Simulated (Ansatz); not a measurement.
Crystal: Sn.

```
Sn
1.0
    -1.72654    1.77555    2.33834
     1.72654   -1.77555    2.33834
     1.72654    1.77555   -2.33834
Sn
1
Direct
  0.00000 0.00000 0.00000
```

This isn't the form of Sn at room conditions, which is tetragonal (white tin).

Base run:

- Program: Ansatz 0.2.0
- Functional: r2SCAN
- Potentials or basis: Ansatz PAW
- Cutoff: 500 eV (not typed: the program's choice for these potentials)
- k mesh: 11 × 11 × 11
- Occupations: fermi-dirac, width 0.05 eV
- Spin: no spin polarisation

Its results: band gap on the k mesh none (metal or under the smearing width); pressure -2.2 GPa.

Question: After a change of settings the same cell gave: band gap on the k mesh none (metal or under the smearing width); pressure 3.1 GPa. Which change was it?
A. functional from r2SCAN to RPBE; cutoff from 500 eV (not typed: the program's choice for these potentials) to 420 eV (not typed: the program's choice for these potentials)
B. functional from r2SCAN to BLYP; cutoff from 500 eV (not typed: the program's choice for these potentials) to 420 eV (not typed: the program's choice for these potentials)
C. functional from r2SCAN to PBE; cutoff from 500 eV (not typed: the program's choice for these potentials) to 420 eV (not typed: the program's choice for these potentials); occupations from fermi-dirac, width 0.05 eV to gaussian, width 0.012 eV
D. functional from r2SCAN to revPBE; cutoff from 500 eV (not typed: the program's choice for these potentials) to 420 eV (not typed: the program's choice for these potentials)

Answer: B.

Caveats: spin-orbit coupling is left out, which moves the levels of the heavy elements; the PAW data sets come from PBE, with cores solved anew for the run's functional, which leaves a small shift of forces and pressure.
